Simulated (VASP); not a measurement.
Wanted: the native input for a VASP 6.6.1 run.

```yaml
Task: electrostatic potential
Functional: PBE
Potentials_or_basis: VASP PAW PBE potentials, release 64 (Ca_sv, F)
Cutoff: 520 eV
k_mesh: 10 × 10 × 10
Occupations: gaussian, width 0.02 eV
Spin: no spin polarisation
Further_INCAR_settings: ALGO = Normal; EDIFF = 1e-06
```

The structure of CaF2 lies in POSCAR:

```
CaF2
1.0
    0.0000000000      2.7100000000      2.7100000000
    2.7100000000      0.0000000000      2.7100000000
    2.7100000000      2.7100000000      0.0000000000
Ca F
1 2
Direct
    0.0000000000      0.0000000000      0.0000000000
    0.2500000000      0.2500000000      0.2500000000
    0.7500000000      0.7500000000      0.7500000000
```

The cell was built by a generator and needn't be a form met in nature.

One way to write it, as run:

INCAR

```
PREC = Accurate
ENCUT = 520
EDIFF = 1E-6
ISMEAR = 0
SIGMA = 0.02
LREAL = False
LASPH = True
NELM = 100
ALGO = Normal
ISIF = 2
LWAVE = False
LCHARG = True
GGA = PE
LVHAR = True
```

KPOINTS

```
Automatic mesh
0
Gamma
  10 10 10
```

Potentials or basis: VASP PAW PBE potentials, release 64 (Ca_sv, F).

The run is started by

```sh
$ cat potpaw_PBE.64/Ca_sv/POTCAR potpaw_PBE.64/F/POTCAR > POTCAR
$ mpirun -np 1 vasp_std > vasp.out
```

It gave:

The pressure is 4.7 GPa. The band gap on the k mesh is 7.42 eV, indirect (least direct gap 7.68 eV).

Run time: 27 s on 1 thread of Intel(R) Xeon(R) Platinum 8488C (Sapphire Rapids), on a shared host, peak memory 0.18 GiB.
